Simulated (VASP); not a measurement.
**SiRu3: single point with PBE**

The system is SiRu3.

```xyz
4
Lattice="-2.5004 2.5004 2.5004 2.5004 -2.5004 2.5004 2.5004 2.5004 -2.5004" Properties=species:S:1:pos:R:3 pbc="T T T"
Si    0.0000    0.0000    0.0000
Ru    2.5004    0.0000    0.0000
Ru    0.0000    2.5004    0.0000
Ru    0.0000    0.0000    2.5004
```

The cell was built by a generator and needn't be a form met in nature.

The cell isn't the ideal one: random cell by space group and Wyckoff sites (Im-3m, No. 229).

```json
{
  "Program": "VASP 6.6.1",
  "Task": "single point",
  "Functional": "PBE",
  "Potentials or basis": "VASP PAW PBE potentials, release 64 (Si, Ru_pv)",
  "Cutoff": "520 eV",
  "k mesh": "5 × 5 × 5",
  "Occupations": "gaussian, width 0.2 eV",
  "Spin": "no spin polarisation"
}
```

```
Pressure               : 0.1 GPa
Band gap on the k mesh : none (metal or under the smearing width)
```

Levels at points of the mesh, in eV from the Fermi level:
```
           k point  band 19  band 20  band 21  band 22  band 23  band 24  band 25  band 26
(0.00, 0.00, 0.00)    -0.32    -0.32    -0.32     0.10     0.10     0.10     0.90     0.90
```

It took 9 s on 1 thread of Intel(R) Xeon(R) 6975P-C (Granite Rapids), with other jobs on the host, peak memory 0.18 GiB.
